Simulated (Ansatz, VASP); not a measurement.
**HfO2: VASP beside Ansatz**

File INCAR:

```
PREC = Accurate
ENCUT = 520
EDIFF = 1E-6
ISMEAR = -1
SIGMA = 0.05
LREAL = F
LASPH = T
NELM = 60
ALGO = Normal
ISIF = 2
LWAVE = F
LCHARG = F
GGA = PS
NBANDS = 31
```

The input KPOINTS:

```
regular mesh
0
Gamma
  6 6 8
```

The input POSCAR:

```
HfO2
1.0
    4.8135329900      0.0000000000      0.0000000000
    0.0000000000      4.8135329900      0.0000000000
    0.0000000000      0.0000000000      3.2054154100
Hf O
2 4
Direct
    0.5000000000      0.5000000000      0.5000000000
    0.0000000000      0.0000000000      0.0000000000
    0.8050448800      0.1949551200      0.5000000000
    0.6949551200      0.6949551200      0.0000000000
    0.3050448800      0.3050448800      0.0000000000
    0.1949551200      0.8050448800      0.5000000000
```

Contents of input.yaml:

```yaml
crystal:
  lattice:
    - [4.81353299, 0.0, 0.0]
    - [0.0, 4.81353299, 0.0]
    - [0.0, 0.0, 3.20541541]
  atoms:
    - { symbol: Hf, position: [0.5, 0.5, 0.5] }
    - { symbol: Hf, position: [0.0, 0.0, 0.0] }
    - { symbol: O, position: [0.80504488, 0.19495512, 0.5] }
    - { symbol: O, position: [0.69495512, 0.69495512, 0.0] }
    - { symbol: O, position: [0.30504488, 0.30504488, 0.0] }
    - { symbol: O, position: [0.19495512, 0.80504488, 0.5] }
kpoints:
  mp_grid: { grid: [6, 6, 8] }
scf:
  occupations: { method: fermi_dirac, width: 0.05 }
hamiltonian:
  xc: pbesol
  pseudopotentials: { kind: all_electron, lapw: { basis_error: 0.001 } }
output:
  forces: true
  stress: true
  eigenvalues: true
```

Alike in both runs: task single point; functional PBEsol; k mesh 6 × 6 × 8; occupations fermi-dirac, width 0.05 eV; no spin polarisation.

|  | VASP | Ansatz |
| --- | --- | --- |
| version | VASP 6.6.1 | Ansatz 0.2.0 |
| potentials or method | VASP PAW PBE potentials, release 64 (Hf_pv, O) | all-electron LAPW, scalar-relativistic |
| plane-wave cutoff (eV) | 520 | see its input |

Ansatz gave:

```
gap on the k mesh at the Fermi level (eV)       : 3.92
least direct gap on the mesh (eV)               : 3.92
pressure (GPa)                                  : 1.9
largest component of the traceless stress (GPa) : 0.03
rms of the force components (eV/Å)              : 0.007
```

Which values does VASP return?

gap on the k mesh at the Fermi level (eV): 3.87; least direct gap on the mesh (eV): 3.87; pressure (GPa): -0.9; largest component of the traceless stress (GPa): 0.50; rms of the force components (eV/Å): 0.015.

Atom by atom the forces differ by 0.022 eV/Å (rms over components). Ansatz ran all-electron here, so the differences hold the error of VASP's frozen core and of both bases.

Caveats: spin-orbit coupling is left out, which moves the levels of the heavy elements; the PAW data sets were made with another functional, which shifts forces and pressure a little (VASP). A k mesh can miss the band edges.
